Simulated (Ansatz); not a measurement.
`BC(F)(F)F` + `[NH2][GeH3]` → `B[NH][GeH3]` + trifluoromethane  (ligand exchange at a B–C bond)

Program: Ansatz. Geometries: PBE0-D4/def2-TZVP. ΔE: electronic, gas phase. CCSD(T)/CBS adds triple-zeta CCSD(T) − MP2 to the extrapolated MP2 energy (def2 sets, frozen cores). This one scheme is used for every species. Functionals use def2-TZVPP. HSE06 is defined as in plane-wave codes. For Ge outer-core shells are correlated without core-valence functions, which leaves a few kJ/mol of doubt a bond. Scalar relativity is left out up to krypton.

`BC(F)(F)F`:

Z-matrix (Å, degrees):
```
C
F 1 1.340
F 1 1.340 2 106.7
B 1 1.596 2 114.9 3 128.5
F 1 1.356 2 107.2 3 -114.6
H 4 1.188 1 118.3 2 29.5
H 4 1.188 1 118.3 2 -153.9
```

`[NH2][GeH3]`:

Z-matrix (Å, degrees):
```
Ge
N 1 1.843
H 1 1.536 2 106.9
H 1 1.548 2 114.5 3 -120.5
H 1 1.536 2 106.8 3 119.0
H 2 1.011 1 113.7 3 59.1
H 2 1.011 1 113.6 3 -176.9
```

`B[NH][GeH3]`:

Z-matrix (Å, degrees):
```
Ge
N 1 1.854
H 1 1.538 2 109.1
H 1 1.530 2 106.5 3 -120.4
H 1 1.538 2 109.1 3 119.1
B 2 1.392 1 126.2 3 120.5
H 2 1.010 1 115.9 3 -59.5
H 6 1.199 2 119.6 1 180.0
H 6 1.199 2 119.2 1 -0.0
```

`FC(F)F`:

```xyz
5

F     0.055    0.288   -1.278
C     0.046    0.028    0.027
F    -1.116    0.439    0.532
F     0.137   -1.290    0.197
H     0.877    0.534    0.523
```

Q: Is it downhill or uphill in electronic energy at CCSD(T)/CBS, and by how much? (An estimate is asked.)

A: The calculation gave: Downhill: ΔE = -1.76 eV.

Q: What do these levels give: LDA (SPW92), r2SCAN-D4, PBE0-D4, HSE06-D4, BHLYP-D4, BLYP, r2SCANh, HSE06, MP2/def2-SVP, HF/def2-TZVPP, CCSD(T)/def2-TZVPP, HF/CBS(def2)? (Estimate.)

A: The calculation gave: LDA (SPW92) -1.86, r2SCAN-D4 -1.75, PBE0-D4 -1.78, HSE06-D4 -1.78, BHLYP-D4 -1.79, BLYP -1.72, r2SCANh -1.76, HSE06 -1.77, MP2/def2-SVP -1.97, HF/def2-TZVPP -1.74, CCSD(T)/def2-TZVPP -1.81, HF/CBS(def2) -1.74 eV.

Q: What do rigid-rotor, harmonic-oscillator terms from PBE0-D4/def2-TZVP frequencies (298.15 K, 1 bar) make of the CCSD(T)/CBS value? (Estimate.)

A: Computed: ΔZPE = +0.10 eV, ΔH = -1.68 eV, ΔS = -15 J/(mol·K), ΔG = -1.64 eV.

Largest T1 diagnostic among the species: 0.013.

From BLYP to BHLYP (50 % exact exchange), in def2-TZVPP and without D4, ΔE moves by −0.05 eV. Leaving LDA and LC-ωPBE aside and taking each functional with its dispersion term where it has one, the values, not all of them listed here, spread over 0.10 eV, from PBE-QIDH to ωB97X-V. LDA lies −0.11 eV from PBE without D4. At CCSD(T), def2-SVP lies −0.16 eV from the extrapolated value and def2-TZVPP −0.04 eV.
